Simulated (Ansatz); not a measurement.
**Abstraction of F: CHF3 + CH2I → CHF2 + CH2FI**

Species: CHF3 (trifluoromethane) `FC(F)F`, singlet; CH2I `[CH2]I`, doublet; CHF2 `F[CH]F`, doublet; CH2FI `FCI`, singlet. A radical takes F: the energy is the difference in strength between two C–F bonds in different surroundings.

Shapes, held fixed at every level: PBE0-D4/def2-TZVP. Programs: Ansatz 0.2.0. The zero-point and thermal change to 298 K, harmonic and unscaled (PBE0-D4/def2-TZVP), is +4.2 kJ/mol.

```
                level                   kind  ΔH(298 K) (kJ/mol)  less CCSD(T)/def2-TZVPP
     SPW92/def2-TZVPP                    LDA               +77.3                     -9.1
 r2SCAN-D4/def2-TZVPP               meta-GGA               +79.4                     -7.0
  B3LYP-D4/def2-TZVPP          global hybrid               +70.5                    -15.9
r2SCAN0-D4/def2-TZVPP          global hybrid               +83.9                     -2.5
    B2PLYP/def2-TZVPP          double hybrid               +76.5                     -9.9
       MP2/def2-TZVPP    perturbation theory               +81.4                     -5.0
      CCSD/def2-TZVPP  coupled cluster or CI               +88.1                     +1.7
   CCSD(T)/def2-TZVPP  coupled cluster or CI               +86.4                      0.0
```

The highest level, CCSD(T)/def2-TZVPP, gives ΔH(298 K) = +86.4 kJ/mol; the levels span +70.5 to +88.1. The column of differences is taken from that level and isn't an error. No measured value is set beside it here. Open shells run unrestricted unless RO is named. For atoms past krypton def2 sets carry core potentials with scalar relativity. Correlated rows may include outer-core shells of I, which these sets cover unevenly.
